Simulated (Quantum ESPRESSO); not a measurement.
Set up this calculation in Quantum ESPRESSO 7.5, as the native input.

```
Task                : phonons and electron-phonon coupling
Functional          : PBEsol
Potentials or basis : GBRV 1.5 PBEsol
Cutoff              : 612 eV
Density cutoff      : 4898 eV
k mesh              : 6 × 6 × 6
Occupations         : methfessel-paxton, width 0.272 eV
Spin                : no spin polarisation
Mixing beta         : 0.5
Most SCF iterations : 120
SCF threshold       : 6e-10 Ry
q mesh              : 3 × 3 × 3
```

The system is MgB2.

```
CELL_PARAMETERS angstrom
3.08500 0.00000 0.00000
-1.54250 2.67169 0.00000
0.00000 0.00000 3.52300
ATOMIC_POSITIONS crystal
Mg 0.00000 0.00000 0.00000
B 0.66667 0.33333 0.50000
B 0.33333 0.66667 0.50000
```

These files were run (other wordings do the same):

pw.in

```
&CONTROL
  calculation = 'scf'
  prefix = 'pwscf'
  outdir = './tmp'
  pseudo_dir = './pseudo'
  tprnfor = .true.
  tstress = .true.
  disk_io = 'low'
/
&SYSTEM
  ibrav = 0
  celldm(1) = 8
  nat = 3
  ntyp = 2
  ecutwfc = 45
  ecutrho = 360
  nbnd = 14
  occupations = 'smearing'
  smearing = 'mp'
  degauss = 0.01999163
/
&ELECTRONS
  conv_thr = 6d-10
  electron_maxstep = 120
  mixing_beta = 0.5
/
ATOMIC_SPECIES
Mg    24.3050 mg_pbesol_v1.4.uspp.F.UPF
B     10.8100 b_pbesol_v1.4.uspp.F.UPF
CELL_PARAMETERS alat
  0.7287256368088   0.0000000000000   0.0000000000000
 -0.3643628184044   0.6310949138713   0.0000000000000
  0.0000000000000   0.0000000000000   0.8321881421321
ATOMIC_POSITIONS crystal
Mg     0.0000000000    0.0000000000    0.0000000000
B      0.6666666667    0.3333333333    0.5000000000
B      0.3333333333    0.6666666667    0.5000000000
K_POINTS automatic
6 6 6 0 0 0
```

relax.in

```
&CONTROL
  calculation = 'vc-relax'
  prefix = 'pwscf'
  outdir = './tmp'
  pseudo_dir = './pseudo'
  tprnfor = .true.
  tstress = .true.
  disk_io = 'low'
  nstep = 40
  forc_conv_thr = 0.0001
  etot_conv_thr = 1d-06
/
&SYSTEM
  ibrav = 0
  celldm(1) = 8
  nat = 3
  ntyp = 2
  ecutwfc = 45
  ecutrho = 360
  nbnd = 14
  occupations = 'smearing'
  smearing = 'mp'
  degauss = 0.01999163
/
&ELECTRONS
  conv_thr = 6d-10
  electron_maxstep = 120
  mixing_beta = 0.5
/
&IONS
  ion_dynamics = 'bfgs'
/
&CELL
  cell_dynamics = 'bfgs'
  press = 0
  press_conv_thr = 0.2
/
ATOMIC_SPECIES
Mg    24.3050 mg_pbesol_v1.4.uspp.F.UPF
B     10.8100 b_pbesol_v1.4.uspp.F.UPF
CELL_PARAMETERS alat
  0.7287256368122   0.0000000000000   0.0000000000000
 -0.3643628184061   0.6310949138684   0.0000000000000
  0.0000000000000   0.0000000000000   0.8321881421321
ATOMIC_POSITIONS crystal
Mg     0.0000000000    0.0000000000    0.0000000000
B      0.6666666667    0.3333333333    0.5000000000
B      0.3333333333    0.6666666667    0.5000000000
K_POINTS automatic
6 6 6 0 0 0
```

scf2.in

```
&CONTROL
  calculation = 'scf'
  prefix = 'pwscf'
  outdir = './tmp'
  pseudo_dir = './pseudo'
  tprnfor = .true.
  tstress = .true.
  disk_io = 'low'
/
&SYSTEM
  ibrav = 0
  celldm(1) = 8
  nat = 3
  ntyp = 2
  ecutwfc = 45
  ecutrho = 360
  nbnd = 14
  occupations = 'smearing'
  smearing = 'mp'
  degauss = 0.01999163
/
&ELECTRONS
  conv_thr = 1d-13
  electron_maxstep = 120
  mixing_beta = 0.5
  startingpot = 'file'
  startingwfc = 'file'
/
ATOMIC_SPECIES
Mg    24.3050 mg_pbesol_v1.4.uspp.F.UPF
B     10.8100 b_pbesol_v1.4.uspp.F.UPF
CELL_PARAMETERS alat
  0.7256464499278   0.0000000000000   0.0000000000000
 -0.3628232249639   0.6284282598035   0.0000000000000
  0.0000000000000   0.0000000000000   0.8202132685558
ATOMIC_POSITIONS crystal
Mg     0.0000000000    0.0000000000    0.0000000000
B      0.6666666667    0.3333333333    0.5000000000
B      0.3333333333    0.6666666667    0.5000000000
K_POINTS automatic
6 6 6 0 0 0
```

dense.in

```
&CONTROL
  calculation = 'scf'
  prefix = 'pwscf'
  outdir = './tmp'
  pseudo_dir = './pseudo'
  tprnfor = .true.
  tstress = .true.
  disk_io = 'low'
/
&SYSTEM
  ibrav = 0
  celldm(1) = 8
  nat = 3
  ntyp = 2
  ecutwfc = 45
  ecutrho = 360
  nbnd = 14
  occupations = 'smearing'
  smearing = 'mp'
  degauss = 0.01999163
  la2F = .true.
/
&ELECTRONS
  conv_thr = 1d-12
  electron_maxstep = 120
  mixing_beta = 0.5
  startingpot = 'file'
/
ATOMIC_SPECIES
Mg    24.3050 mg_pbesol_v1.4.uspp.F.UPF
B     10.8100 b_pbesol_v1.4.uspp.F.UPF
CELL_PARAMETERS alat
  0.7256464499278   0.0000000000000   0.0000000000000
 -0.3628232249639   0.6284282598035   0.0000000000000
  0.0000000000000   0.0000000000000   0.8202132685558
ATOMIC_POSITIONS crystal
Mg     0.0000000000    0.0000000000    0.0000000000
B      0.6666666667    0.3333333333    0.5000000000
B      0.3333333333    0.6666666667    0.5000000000
K_POINTS automatic
24 24 24 0 0 0
```

scf3.in

```
&CONTROL
  calculation = 'scf'
  prefix = 'pwscf'
  outdir = './tmp'
  pseudo_dir = './pseudo'
  tprnfor = .true.
  tstress = .true.
  disk_io = 'low'
/
&SYSTEM
  ibrav = 0
  celldm(1) = 8
  nat = 3
  ntyp = 2
  ecutwfc = 45
  ecutrho = 360
  nbnd = 14
  occupations = 'smearing'
  smearing = 'mp'
  degauss = 0.01999163
/
&ELECTRONS
  conv_thr = 1d-12
  electron_maxstep = 120
  mixing_beta = 0.5
  startingpot = 'file'
/
ATOMIC_SPECIES
Mg    24.3050 mg_pbesol_v1.4.uspp.F.UPF
B     10.8100 b_pbesol_v1.4.uspp.F.UPF
CELL_PARAMETERS alat
  0.7256464499278   0.0000000000000   0.0000000000000
 -0.3628232249639   0.6284282598035   0.0000000000000
  0.0000000000000   0.0000000000000   0.8202132685558
ATOMIC_POSITIONS crystal
Mg     0.0000000000    0.0000000000    0.0000000000
B      0.6666666667    0.3333333333    0.5000000000
B      0.3333333333    0.6666666667    0.5000000000
K_POINTS automatic
6 6 6 0 0 0
```

ph.in

```
phonon_bands of MgB2
&INPUTPH
  prefix = 'pwscf'
  outdir = './tmp'
  tr2_ph = 1d-18
  fildyn = 'dyn'
  niter_ph = 90
  alpha_mix(1) = 0.4
  ldisp = .true.
  nq1 = 3
  nq2 = 3
  nq3 = 3
  electron_phonon = 'interpolated'
  el_ph_sigma = 0.005
  el_ph_nsigma = 10
  fildvscf = 'dvscf'
/
```

q2r.in

```
&INPUT
  fildyn = 'dyn'
  zasr = 'crystal'
  flfrc = 'fc'
  la2F = .true.
/
```

matdyn.in

```
&INPUT
  asr = 'crystal'
  flfrc = 'fc'
  flfrq = 'freq'
  q_in_cryst_coord = .true.
  flvec = ' '
/
80
 0.0000000000  0.0000000000  0.0000000000
 0.0555555556  0.0000000000  0.0000000000
 0.1111111111  0.0000000000  0.0000000000
 0.1666666667  0.0000000000  0.0000000000
 0.2222222222  0.0000000000  0.0000000000
 0.2777777778  0.0000000000  0.0000000000
 0.3333333333  0.0000000000  0.0000000000
 0.3888888889  0.0000000000  0.0000000000
 0.4444444444  0.0000000000  0.0000000000
 0.5000000000  0.0000000000  0.0000000000
 0.4666666667  0.0666666667  0.0000000000
 0.4333333333  0.1333333333  0.0000000000
 0.4000000000  0.2000000000  0.0000000000
 0.3666666667  0.2666666667  0.0000000000
 0.3333333333  0.3333333333  0.0000000000
 0.3030303030  0.3030303030  0.0000000000
 0.2727272727  0.2727272727  0.0000000000
 0.2424242424  0.2424242424  0.0000000000
 0.2121212121  0.2121212121  0.0000000000
 0.1818181818  0.1818181818  0.0000000000
 0.1515151515  0.1515151515  0.0000000000
 0.1212121212  0.1212121212  0.0000000000
 0.0909090909  0.0909090909  0.0000000000
 0.0606060606  0.0606060606  0.0000000000
 0.0303030303  0.0303030303  0.0000000000
 0.0000000000  0.0000000000  0.0000000000
 0.0000000000  0.0000000000  0.0714285714
 0.0000000000  0.0000000000  0.1428571429
 0.0000000000  0.0000000000  0.2142857143
 0.0000000000  0.0000000000  0.2857142857
 0.0000000000  0.0000000000  0.3571428571
 0.0000000000  0.0000000000  0.4285714286
 0.0000000000  0.0000000000  0.5000000000
 0.0500000000  0.0000000000  0.5000000000
 0.1000000000  0.0000000000  0.5000000000
 0.1500000000  0.0000000000  0.5000000000
 0.2000000000  0.0000000000  0.5000000000
 0.2500000000  0.0000000000  0.5000000000
 0.3000000000  0.0000000000  0.5000000000
 0.3500000000  0.0000000000  0.5000000000
 0.4000000000  0.0000000000  0.5000000000
 0.4500000000  0.0000000000  0.5000000000
 0.5000000000  0.0000000000  0.5000000000
 0.4722222222  0.0555555556  0.5000000000
 0.4444444444  0.1111111111  0.5000000000
 0.4166666667  0.1666666667  0.5000000000
 0.3888888889  0.2222222222  0.5000000000
 0.3611111111  0.2777777778  0.5000000000
 0.3333333333  0.3333333333  0.5000000000
 0.3076923077  0.3076923077  0.5000000000
 0.2820512821  0.2820512821  0.5000000000
 0.2564102564  0.2564102564  0.5000000000
 0.2307692308  0.2307692308  0.5000000000
 0.2051282051  0.2051282051  0.5000000000
 0.1794871795  0.1794871795  0.5000000000
 0.1538461538  0.1538461538  0.5000000000
 0.1282051282  0.1282051282  0.5000000000
 0.1025641026  0.1025641026  0.5000000000
 0.0769230769  0.0769230769  0.5000000000
 0.0512820513  0.0512820513  0.5000000000
 0.0256410256  0.0256410256  0.5000000000
 0.0000000000  0.0000000000  0.5000000000
 0.5000000000  0.0000000000  0.5000000000
 0.5000000000  0.0000000000  0.4375000000
 0.5000000000  0.0000000000  0.3750000000
 0.5000000000  0.0000000000  0.3125000000
 0.5000000000  0.0000000000  0.2500000000
 0.5000000000  0.0000000000  0.1875000000
 0.5000000000  0.0000000000  0.1250000000
 0.5000000000  0.0000000000  0.0625000000
 0.5000000000  0.0000000000  0.0000000000
 0.3333333333  0.3333333333  0.0000000000
 0.3333333333  0.3333333333  0.0625000000
 0.3333333333  0.3333333333  0.1250000000
 0.3333333333  0.3333333333  0.1875000000
 0.3333333333  0.3333333333  0.2500000000
 0.3333333333  0.3333333333  0.3125000000
 0.3333333333  0.3333333333  0.3750000000
 0.3333333333  0.3333333333  0.4375000000
 0.3333333333  0.3333333333  0.5000000000
```

matdyn_dos.in

```
&INPUT
  asr = 'crystal'
  flfrc = 'fc'
  dos = .true.
  fldos = 'phdos'
  nk1 = 9
  nk2 = 9
  nk3 = 9
  deltaE = 2
  flvec = ' '
  flfrq = ' '
/
```

matdyn_a2f.in

```
&INPUT
  asr = 'crystal'
  flfrc = 'fc'
  la2F = .true.
  dos = .true.
  fldos = 'dos2'
  nk1 = 8
  nk2 = 8
  nk3 = 8
  ndos = 60
  el_ph_nsigma = 10
  flfrq = 'dosfreq2'
  flvec = ' '
/
```

matdyn_mesh.in

```
&INPUT
  asr = 'crystal'
  flfrc = 'fc'
  flfrq = 'mesh'
  q_in_cryst_coord = .true.
  flvec = ' '
/
512
 0.06250000  0.06250000  0.06250000
 0.06250000  0.06250000  0.18750000
 0.06250000  0.06250000  0.31250000
[... 509 further points of the even 8 x 8 x 8 mesh, shifted by half a step ...]
```

Potentials or basis: GBRV 1.5 PBEsol.

Launch:

```bash
$ OMP_NUM_THREADS=1 mpirun -n 4 pw.x -nk 4 -in pw.in > pw.out
$ OMP_NUM_THREADS=1 mpirun -n 4 pw.x -nk 4 -in relax.in > relax.out
$ OMP_NUM_THREADS=1 mpirun -n 4 pw.x -nk 4 -in scf2.in > scf2.out
$ OMP_NUM_THREADS=1 mpirun -n 4 pw.x -nk 4 -in dense.in > dense.out
$ OMP_NUM_THREADS=1 mpirun -n 4 pw.x -nk 4 -in scf3.in > scf3.out
$ OMP_NUM_THREADS=1 mpirun -n 4 ph.x -nk 4 -in ph.in > ph.out
$ OMP_NUM_THREADS=1 mpirun -n 1 q2r.x -in q2r.in > q2r.out
$ OMP_NUM_THREADS=1 mpirun -n 1 matdyn.x -in matdyn.in > matdyn.out
$ OMP_NUM_THREADS=1 mpirun -n 1 matdyn.x -in matdyn_dos.in > matdyn_dos.out
$ OMP_NUM_THREADS=1 mpirun -n 1 matdyn.x -in matdyn_a2f.in > matdyn_a2f.out
$ OMP_NUM_THREADS=1 mpirun -n 1 matdyn.x -in matdyn_mesh.in > matdyn_mesh.out
```

Results of the run:

The relaxed volume is 9.46 Å³/atom. The relaxed cell is a = 3.072 Å, b = 3.072 Å, c = 3.472 Å, α = 90.00°, β = 90.00°, γ = 120.00° and the space group after relaxing (to 0.05 Å) is P6/mmm (No. 191). The pressure after relaxing is 0.0 GPa, the band gap on the k mesh is none (metal or under the smearing width) and the highest phonon frequency is 876 cm⁻¹. The zero-point energy is 0.091 eV/atom.

Caveat: the k mesh is coarse (spacing up to 0.39 Å⁻¹), so the values aren't converged; the mesh is thin for the phonons of a metal; before the sum rule the acoustic modes lie tens of cm⁻¹ from zero, a sign that the density grid also shifts the optical modes; λ from interpolated matrix elements is rough: modes that symmetry makes equal can differ by tens of percent.

Run time: 5.8 min on 4 MPI ranks on Intel(R) Xeon(R) 6975P-C (Granite Rapids), on a shared host, peak memory 0.48 GiB a rank.
